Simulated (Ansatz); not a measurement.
Input and command of a calculation in Ansatz (plane waves; scalar-relativistic PAW potentials unless the input names others):

```yaml
crystal:
  lattice:
    - [0.0, 2.634007115, 2.634007115]
    - [2.634007115, 0.0, 2.634007115]
    - [2.634007115, 2.634007115, 0.0]
  atoms:
    - { symbol: Ca, position: [0.0, 0.0, 0.0] }
    - { symbol: F, position: [0.25, 0.25, 0.25] }
    - { symbol: F, position: [0.75, 0.75, 0.75] }
basis:
  ecutwfc: 420
kpoints:
  mp_grid: { grid: [8, 8, 8] }
hamiltonian:
  xc: pbesol
scf:
  max_iter: 50
output:
  forces: true
  eigenvalues: true
  stress: true
```

```bash
ansatz run input.yaml --threads 1 --pin off --max-ram 3072MiB --backend cpu --events-out ev --progress --plain --runs-dir out
```

Problem. What is wrong with this input?

Solution. The program refuses it, because of no occupation method (scf.occupations: {"method": "fixed"} → not typed). With the sound run's settings it is accepted.

Abridged log:
```
Error: YAML parse error: `scf.occupations.method` is required: fixed only where the cell keeps a band gap throughout the run, explicit beside scf.occupations.values (under evaluate: without them), else a smearing such as fermi_dirac (scf.occupations.width is optional; its entry in the input reference gives the default)
```